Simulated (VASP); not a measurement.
# GaAs (F-43m) in VASP: further runs

Runs on GaAs. Level: PBEsol-based screened hybrid. Tasks: single point.

Everything below comes from runs of VASP 6.6.1. Logs are shortened: lines on timing, memory, paths and dates and some standing lists are left out, and cuts for length are marked.

**1. The structure**

Symmetry: F-43m, No. 216, cubic system. Conventional cell: a = 5.728 Å, b = 5.728 Å, c = 5.728 Å, α = 90.00°, β = 90.00°, γ = 90.00°. As (site symmetry -43m) is surrounded by 4 Ga at 2.48 Å. Around Ga (site symmetry -43m) lie 4 As at 2.48 Å.

**2. Single point, PBEsol-based screened hybrid**

POSCAR

```
GaAs
1.0
    0.0000000000      2.8640496607      2.8640496607
    2.8640496607      0.0000000000      2.8640496607
    2.8640496607      2.8640496607      0.0000000000
As Ga
1 1
Direct
    0.7500000000      0.7500000000      0.7500000000
    0.0000000000      0.0000000000      0.0000000000
```

INCAR.step1

```
PREC     = Accurate       # precision mode
ENCUT    = 520            # plane-wave cutoff, eV
EDIFF    = 1E-5           # SCF threshold, eV
ISMEAR   = -1             # smearing method
SIGMA    = 0.05           # smearing width, eV
LREAL    = F              # projectors in reciprocal space
LASPH    = T              # aspherical terms in the spheres
NELM     = 100            # most SCF steps
ALGO     = Normal         # electronic algorithm
ISIF     = 2              # what is computed and relaxed
LWAVE    = T              # write WAVECAR
LCHARG   = F              # write CHGCAR
NBANDS   = 16             # bands
GGA      = PE             # functional
```

INCAR.step2

```
PREC     = Accurate       # precision mode
ENCUT    = 520            # plane-wave cutoff, eV
EDIFF    = 1E-6           # SCF threshold, eV
ISMEAR   = -1             # smearing method
SIGMA    = 0.05           # smearing width, eV
LREAL    = F              # projectors in reciprocal space
LASPH    = T              # aspherical terms in the spheres
NELM     = 100            # most SCF steps
ALGO     = Normal         # electronic algorithm
ISIF     = 2              # what is computed and relaxed
LWAVE    = F              # write WAVECAR
LCHARG   = F              # write CHGCAR
GGA      = PS             # functional
LHFCALC  = T              # exact exchange
AEXX     = 0.25           # exact-exchange fraction
HFSCREEN = 0.207          # screening, 1/A
PRECFOCK = Normal       
NBANDS   = 16             # bands
ISTART   = 1
```

KPOINTS

```
regular mesh
0
Gamma
  4 4 4
```

Potentials or basis: VASP PAW PBE potentials, release 64 (As, Ga_d).

Run with:

```
$ cat potpaw_PBE.64/As/POTCAR potpaw_PBE.64/Ga_d/POTCAR > POTCAR
$ cp INCAR.step1 INCAR
$ mpirun -np 1 vasp_std > vasp.out
$ cp INCAR.step2 INCAR
$ mpirun -np 1 vasp_std > vasp.out
```

OUTCAR:

```text
PREC = Accurate
   ENCUT = 520
   EDIFF = 1E-6
   ISMEAR = -1
   LREAL = F
   LASPH = T
   NELM = 100
   ISIF = 2
   GGA = PS
   LHFCALC = T
   AEXX = 0.25
   HFSCREEN = 0.207
   PRECFOCK = Normal
   ISTART = 1

 ion  position               nearest neighbor table
   1  0.750  0.750  0.750-   2 2.48   2 2.48   2 2.48   2 2.48
   2  0.000  0.000  0.000-   1 2.48   1 2.48   1 2.48   1 2.48

  LATTYP: Found a face centered cubic cell.
 ALAT       =     5.7280993214

  Lattice vectors:

 A1 = (   0.0000000000,   2.8640496607,   2.8640496607)
 A2 = (   2.8640496607,   0.0000000000,   2.8640496607)
 A3 = (   2.8640496607,   2.8640496607,   0.0000000000)

Analysis of symmetry for initial positions (statically):
=====================================================================
 Subroutine PRICEL returns:
 Original cell was already a primitive cell.

 Routine SETGRP: Setting up the symmetry group for a
 face centered cubic supercell.

 Subroutine GETGRP returns: Found 24 space group operations
 (whereof 24 operations were pure point group operations)
 out of a pool of 48 trial point group operations.

The static configuration has the point symmetry T_d .

Analysis of symmetry for dynamics (positions and initial velocities):
=====================================================================
 Subroutine PRICEL returns:
 Original cell was already a primitive cell.

 Routine SETGRP: Setting up the symmetry group for a
 face centered cubic supercell.

 Subroutine GETGRP returns: Found 24 space group operations
 (whereof 24 operations were pure point group operations)
 out of a pool of 48 trial point group operations.

The dynamic configuration has the point symmetry T_d .

 Subroutine INISYM returns: Found 24 space group operations
 (whereof 24 operations are pure point group operations),
 and found     1 'primitive' translations

----------------------------------------------------------------------------------------

                                     Primitive cell

  volume of cell :      46.9863

  direct lattice vectors                    reciprocal lattice vectors
[... 72 lines left out ...]
   EDIFFG = 0.1E-04   stopping-criterion for IOM
   NSW    =      0    number of steps for IOM
   IBRION =     -1    ionic relax: 0-MD 1-quasi-New 2-CG
   NFREE  =      0    steps in history (QN), initial steepest desc. (CG)
   ISIF   =      2    stress and relaxation
   ISYM   =      3    0-nonsym 1-usesym 2-fastsym
   POTIM  = 0.5000    time-step for ionic-motion
   TEBEG  =    0.0;   TEEND  =   0.0 temperature during run
   PSTRESS=    0.0 pullay stress
   NELECT =      18.0000    total number of electrons
   NUPDOWN=      -1.0000    fix difference up-down
   EMIN   =  10.00;   EMAX   =-10.00  energy-range for DOS
   EFERMI =   0.00;   METHOD = LEGACY
   ISMEAR =    -1;   SIGMA  =   0.05  broadening in eV -4-tet -1-fermi 0-gaus
   EFERMI_NEDOS =   21; number of points for ismear=-14 and -15
   IALGO  =     38    algorithm
   IMIX   =      1    mixing-type and parameters
     AMIX     =   0.40;   BMIX     =  1.00
     AMIX_MAG =   1.60;   BMIX_MAG =  1.00
  volume/ion in A,a.u.               =      23.49       158.54
  Fermi-wavevector in a.u.,A,eV,Ry     =   1.188982  2.246849 19.234246  1.413677
  Thomas-Fermi vector in A             =   2.325099
   LORBIT       =      0    0 simple, 1 ext, 2 COOP (PROOUT), +10 PAW based schemes
   GGA     = PS    functional components
   LHFCALC =     T    Hartree Fock is set to
   PRECFOCK=normal    Normal, Fast or Accurate (Low or Medium for compatibility)
   ENCUT4O =  -1.0   cutoff for four orbital integrals eV
   NKREDX  =     1    reduce k-point grid by
   NKREDY  =     1    reduce k-point grid by
   NKREDZ  =     1    reduce k-point grid by
   AEXX    =    0.2500 exact exchange contribution
   HFSCREEN=    0.2070 screening length (either q_TF or 0.3 A-1)
   HFSCREENC=   0.2070 screening length for correlation (either q_TF or 0.3 A-1)
   ENCUTFOCK=  -1.0 apply spherical cutoff to Coloumb kernel
   IVDW    =     0    specifies the selected vdW correction
   LEPSILON=     F    determine dielectric tensor
   LRPA    =     F    only Hartree local field effects (RPA)
 non-spin polarized calculation
  energy-cutoff  :      520.00
  volume of cell :       46.99
 maximum number of plane-waves:      1283
  NGX = 24; NGY = 24; NGZ = 24

 number of electron      17.9999984 magnetization

 Free energy of the ion-electron system (eV)
  ---------------------------------------------------
  ext. energy  EPLUGINS =         0.00000000
  ---------------------------------------------------
  free energy    TOTEN  =       -10.23916632 eV

  energy without entropy =      -10.23916446  energy(sigma->0) =      -10.23916539

 E-fermi :   3.6263     XC(G=0):  -7.9432

 val. band max:        3.0785361184   @ k =   0.0000   0.0000   0.0000
 cond. band min:       4.1191765027   @ k =   0.0000   0.0000   0.0000
 fundamental gap:      1.0406403843
 Fermi energy:         3.6263205159

 k-point     1 :       0.0000    0.0000    0.0000
  band No.  band energies     occupation
      1     -14.2428      2.00000
      2     -14.2427      2.00000
      3     -14.2427      2.00000
      4     -14.1707      2.00000
      5     -14.1707      2.00000
      6     -10.6003      2.00000
[... 129 lines left out ...]
      3     -14.2064      2.00000
      4     -14.1797      2.00000
      5     -14.1675      2.00000
      6      -7.9666      2.00000
[... 8 lines left out ...]
     15      16.2196      0.00000
     16      17.2288      0.00000

------------------------ aborting loop because EDIFF is reached ----------------------------------------

  FORCE on cell =-STRESS in cart. coord.  units (eV):
  Direction    XX          YY          ZZ          XY          YZ          ZX
  --------------------------------------------------------------------------------------
  -------------------------------------------------------------------------------------
  Total       -1.0373838     -1.0373838     -1.0373838      0.0000000      0.0000000     -0.0000000
  in kB      -35.3735321    -35.3735321    -35.3735321      0.0000000      0.0000000     -0.0000000
  external PRESSURE =     -35.3735321 kB  Pullay stress =       0.0000000 kB

 VOLUME and BASIS-vectors are now :
 -----------------------------------------------------------------------------
  energy-cutoff  :      520.00
  volume of cell :       46.99
      direct lattice vectors                 reciprocal lattice vectors
     0.000000000  2.864049661  2.864049661    -0.174577978  0.174577978  0.174577978
     2.864049661  0.000000000  2.864049661     0.174577978 -0.174577978  0.174577978
     2.864049661  2.864049661  0.000000000     0.174577978  0.174577978 -0.174577978

 POSITION                                       TOTAL-FORCE (eV/Angst)
 -----------------------------------------------------------------------------------
      4.29607      4.29607      4.29607         0.000000     -0.000000     -0.000000
      0.00000      0.00000      0.00000        -0.000000      0.000000      0.000000
 -----------------------------------------------------------------------------------
    total drift:                                0.000055      0.000051      0.000046

  FREE ENERGIE OF THE ION-ELECTRON SYSTEM (eV)
  ---------------------------------------------------
  free  energy   TOTEN  =       -10.2391663225 eV

  energy  without entropy=      -10.2391644556  energy(sigma->0) =      -10.23916539
```

OSZICAR.step1:

```text
N       E                     dE             d eps       ncg     rms          rms(c)
DAV:   1     0.750460868599E+02    0.75046E+02   -0.86848E+03   272   0.155E+03
DAV:   2    -0.271184839843E+01   -0.77758E+02   -0.74835E+02   288   0.285E+02
DAV:   3    -0.820087674367E+01   -0.54890E+01   -0.54693E+01   336   0.603E+01
DAV:   4    -0.827566246437E+01   -0.74786E-01   -0.74780E-01   296   0.777E+00
DAV:   5    -0.827646654793E+01   -0.80408E-03   -0.80408E-03   344   0.673E-01    0.286E+00
DAV:   6    -0.811706009154E+01    0.15941E+00   -0.23878E-01   384   0.801E+00    0.172E+00
DAV:   7    -0.809718228792E+01    0.19878E-01   -0.69061E-02   352   0.177E+00    0.588E-01
DAV:   8    -0.809871083738E+01   -0.15285E-02   -0.11991E-02   272   0.122E+00    0.108E-01
DAV:   9    -0.809928130484E+01   -0.57047E-03   -0.11967E-03   296   0.437E-01    0.571E-02
DAV:  10    -0.809937213158E+01   -0.90827E-04   -0.91392E-05   328   0.862E-02    0.316E-02
DAV:  11    -0.809944360298E+01   -0.71471E-04   -0.10063E-04   304   0.738E-02    0.381E-03
DAV:  12    -0.809944383597E+01   -0.23299E-06   -0.16213E-06   232   0.158E-02
   1 F= -.80994438E+01 E0= -.80985600E+01  d E =-.176771E-02
```

It took 3.1 min on 1 thread of Intel Xeon 6975P-C (Granite Rapids), shared host; peak memory 0.28 GiB.

What came out:

```yaml
Free_energy: -10.2392 eV
Pressure: -3.5 GPa
Band_gap_on_the_k_mesh: 1.04 eV, direct
```

Levels at points of the mesh, in eV from the valence-band top:
```csv
k point,band 7,band 8,band 9,band 10,band 11,band 12
"(0.00, 0.00, 0.00)",0.00,0.00,0.00,1.04,4.49,4.49
"(0.50, 0.00, 0.00)",-7.01,-1.17,-1.17,1.59,5.41,5.41
"(0.50, 0.50, 0.00)",-7.22,-2.77,-2.77,2.06,2.29,11.14
```

Caveat: the k mesh is coarse (spacing up to 0.47 Å⁻¹), so the values aren't converged; the PAW data sets were made with another functional, which shifts forces and pressure a little.

**3. Single point, PBEsol-based screened hybrid**

This run uses another cell than the first one, of 23.04 Å³/atom, 0.981 times its volume.

POSCAR

```
GaAs
1.0
    0.0000000000      2.8455714065      2.8455714065
    2.8455714065      0.0000000000      2.8455714065
    2.8455714065      2.8455714065      0.0000000000
As Ga
1 1
Direct
    0.7500000000      0.7500000000      0.7500000000
    0.0000000000      0.0000000000      0.0000000000
```

INCAR.step1

```
ALGO = Normal
EDIFF = 1E-5
ENCUT = 520
GGA = PE
ISIF = 2
ISMEAR = -1
LASPH = T
LCHARG = F
LREAL = F
LWAVE = T
NBANDS = 16
NELM = 100
PREC = Accurate
SIGMA = 0.05
```

INCAR.step2

```
AEXX = 0.25
ALGO = Normal
EDIFF = 1E-6
ENCUT = 520
GGA = PS
HFSCREEN = 0.207
ISIF = 2
ISMEAR = -1
ISTART = 1
LASPH = T
LCHARG = F
LHFCALC = T
LREAL = F
LWAVE = F
NBANDS = 16
NELM = 100
PREC = Accurate
PRECFOCK = Normal
SIGMA = 0.05
```

KPOINTS

```
k-points
0
Gamma
  4 4 4
```

Potentials or basis: VASP PAW PBE potentials, release 64 (As, Ga_d).

Run with:

```
$ cat potpaw_PBE.64/As/POTCAR potpaw_PBE.64/Ga_d/POTCAR > POTCAR
$ cp INCAR.step1 INCAR
$ mpirun -np 1 vasp_std > vasp.out
$ cp INCAR.step2 INCAR
$ mpirun -np 1 vasp_std > vasp.out
```

OUTCAR:

```text
AEXX = 0.25
   EDIFF = 1E-6
   ENCUT = 520
   GGA = PS
   HFSCREEN = 0.207
   ISIF = 2
   ISMEAR = -1
   ISTART = 1
   LASPH = T
   LHFCALC = T
   LREAL = F
   NELM = 100
   PREC = Accurate
   PRECFOCK = Normal

 ion  position               nearest neighbor table
   1  0.750  0.750  0.750-   2 2.46   2 2.46   2 2.46   2 2.46
   2  0.000  0.000  0.000-   1 2.46   1 2.46   1 2.46   1 2.46

  LATTYP: Found a face centered cubic cell.
 ALAT       =     5.6911428130

  Lattice vectors:

 A1 = (   0.0000000000,   2.8455714065,   2.8455714065)
 A2 = (   2.8455714065,   0.0000000000,   2.8455714065)
 A3 = (   2.8455714065,   2.8455714065,   0.0000000000)

Analysis of symmetry for initial positions (statically):
=====================================================================
 Subroutine PRICEL returns:
 Original cell was already a primitive cell.

 Routine SETGRP: Setting up the symmetry group for a
 face centered cubic supercell.

 Subroutine GETGRP returns: Found 24 space group operations
 (whereof 24 operations were pure point group operations)
 out of a pool of 48 trial point group operations.

The static configuration has the point symmetry T_d .

Analysis of symmetry for dynamics (positions and initial velocities):
=====================================================================
 Subroutine PRICEL returns:
 Original cell was already a primitive cell.

 Routine SETGRP: Setting up the symmetry group for a
 face centered cubic supercell.

 Subroutine GETGRP returns: Found 24 space group operations
 (whereof 24 operations were pure point group operations)
 out of a pool of 48 trial point group operations.

The dynamic configuration has the point symmetry T_d .

 Subroutine INISYM returns: Found 24 space group operations
 (whereof 24 operations are pure point group operations),
[... 102 lines left out ...]
  Thomas-Fermi vector in A             =   2.332636
   LORBIT       =      0    0 simple, 1 ext, 2 COOP (PROOUT), +10 PAW based schemes
   GGA     = PS    functional components
   LHFCALC =     T    Hartree Fock is set to
   PRECFOCK=normal    Normal, Fast or Accurate (Low or Medium for compatibility)
   ENCUT4O =  -1.0   cutoff for four orbital integrals eV
   NKREDX  =     1    reduce k-point grid by
   NKREDY  =     1    reduce k-point grid by
   NKREDZ  =     1    reduce k-point grid by
   AEXX    =    0.2500 exact exchange contribution
   HFSCREEN=    0.2070 screening length (either q_TF or 0.3 A-1)
   HFSCREENC=   0.2070 screening length for correlation (either q_TF or 0.3 A-1)
   ENCUTFOCK=  -1.0 apply spherical cutoff to Coloumb kernel
   IVDW    =     0    specifies the selected vdW correction
   LEPSILON=     F    determine dielectric tensor
   LRPA    =     F    only Hartree local field effects (RPA)
 non-spin polarized calculation
  energy-cutoff  :      520.00
  volume of cell :       46.08
 maximum number of plane-waves:      1245
 NGX is ok and might be reduce to    30
  NGX = 24; NGY = 24; NGZ = 24

 number of electron      17.9999985 magnetization

 Free energy of the ion-electron system (eV)
  ---------------------------------------------------
  ext. energy  EPLUGINS =         0.00000000
  ---------------------------------------------------
  free energy    TOTEN  =       -10.25573190 eV

  energy without entropy =      -10.25573148  energy(sigma->0) =      -10.25573169

 E-fermi :   3.8811     XC(G=0):  -8.0099

 val. band max:        3.2512916573   @ k =   0.0000   0.0000   0.0000
 cond. band min:       4.4559722556   @ k =   0.0000   0.0000   0.0000
 fundamental gap:      1.2046805984
 Fermi energy:         3.8810806086

 k-point     1 :       0.0000    0.0000    0.0000
  band No.  band energies     occupation
      1     -14.0900      2.00000
      2     -14.0900      2.00000
      3     -14.0900      2.00000
      4     -14.0137      2.00000
      5     -14.0137      2.00000
      6     -10.5697      2.00000
[... 129 lines left out ...]
      3     -14.0512      2.00000
      4     -14.0235      2.00000
      5     -14.0103      2.00000
      6      -7.8449      2.00000
[... 8 lines left out ...]
     15      16.5360      0.00000
     16      17.5415      0.00000

------------------------ aborting loop because EDIFF is reached ----------------------------------------

  FORCE on cell =-STRESS in cart. coord.  units (eV):
  Direction    XX          YY          ZZ          XY          YZ          ZX
  --------------------------------------------------------------------------------------
  -------------------------------------------------------------------------------------
  Total       -0.6546331     -0.6546331     -0.6546331      0.0000000      0.0000000      0.0000000
  in kB      -22.7598849    -22.7598849    -22.7598849      0.0000000      0.0000000      0.0000000
  external PRESSURE =     -22.7598849 kB  Pullay stress =       0.0000000 kB

 VOLUME and BASIS-vectors are now :
 -----------------------------------------------------------------------------
  energy-cutoff  :      520.00
  volume of cell :       46.08
      direct lattice vectors                 reciprocal lattice vectors
     0.000000000  2.845571406  2.845571406    -0.175711633  0.175711633  0.175711633
     2.845571406  0.000000000  2.845571406     0.175711633 -0.175711633  0.175711633
     2.845571406  2.845571406  0.000000000     0.175711633  0.175711633 -0.175711633

 POSITION                                       TOTAL-FORCE (eV/Angst)
 -----------------------------------------------------------------------------------
      4.26836      4.26836      4.26836         0.000000      0.000000      0.000000
      0.00000      0.00000      0.00000        -0.000000     -0.000000     -0.000000
 -----------------------------------------------------------------------------------
    total drift:                                0.000056      0.000051      0.000046

  FREE ENERGIE OF THE ION-ELECTRON SYSTEM (eV)
  ---------------------------------------------------
  free  energy   TOTEN  =       -10.2557318960 eV

  energy  without entropy=      -10.2557314818  energy(sigma->0) =      -10.25573169
```

OUTCAR.step1:

```text
EDIFF = 1E-5
   ENCUT = 520
   GGA = PE
   ISIF = 2
   ISMEAR = -1
[... 355 lines left out ...]
 -----------------------------------------------------------------------------------
      4.26836      4.26836      4.26836         0.000000      0.000000      0.000000
      0.00000      0.00000      0.00000        -0.000000     -0.000000     -0.000000
 -----------------------------------------------------------------------------------
    total drift:                               -0.000002     -0.000002     -0.000002

  FREE ENERGIE OF THE ION-ELECTRON SYSTEM (eV)
  ---------------------------------------------------
  free  energy   TOTEN  =        -8.0901137889 eV

  energy  without entropy=       -8.0894520239  energy(sigma->0) =       -8.08978291
```

OSZICAR.step1:

```text
N       E                     dE             d eps       ncg     rms          rms(c)
DAV:   1     0.805658028389E+02    0.80566E+02   -0.91310E+03   256   0.155E+03
DAV:   2    -0.197136864359E+01   -0.82537E+02   -0.78936E+02   288   0.295E+02
DAV:   3    -0.817124378185E+01   -0.61999E+01   -0.61739E+01   336   0.644E+01
DAV:   4    -0.826972720863E+01   -0.98483E-01   -0.98475E-01   304   0.894E+00
DAV:   5    -0.827131313952E+01   -0.15859E-02   -0.15859E-02   336   0.104E+00    0.292E+00
DAV:   6    -0.810915980303E+01    0.16215E+00   -0.23749E-01   392   0.813E+00    0.176E+00
DAV:   7    -0.808784416732E+01    0.21316E-01   -0.72802E-02   336   0.185E+00    0.586E-01
DAV:   8    -0.808939307205E+01   -0.15489E-02   -0.12390E-02   312   0.124E+00    0.114E-01
DAV:   9    -0.808995049103E+01   -0.55742E-03   -0.11779E-03   288   0.420E-01    0.544E-02
DAV:  10    -0.809004432645E+01   -0.93835E-04   -0.93881E-05   360   0.930E-02    0.302E-02
DAV:  11    -0.809011354728E+01   -0.69221E-04   -0.96093E-05   280   0.730E-02    0.353E-03
DAV:  12    -0.809011378888E+01   -0.24160E-06   -0.15184E-06   256   0.161E-02
   1 F= -.80901138E+01 E0= -.80897829E+01  d E =-.661765E-03
```

It took 3.4 min on 1 thread of Intel Xeon 6975P-C (Granite Rapids), shared host; peak memory 0.27 GiB.

Results:

```
Free energy            : -10.2557 eV
Pressure               : -2.3 GPa
Band gap on the k mesh : 1.20 eV, direct
```

Caveat: the k mesh is coarse (spacing up to 0.48 Å⁻¹), so the values aren't converged; the PAW data sets were made with another functional, which shifts forces and pressure a little.
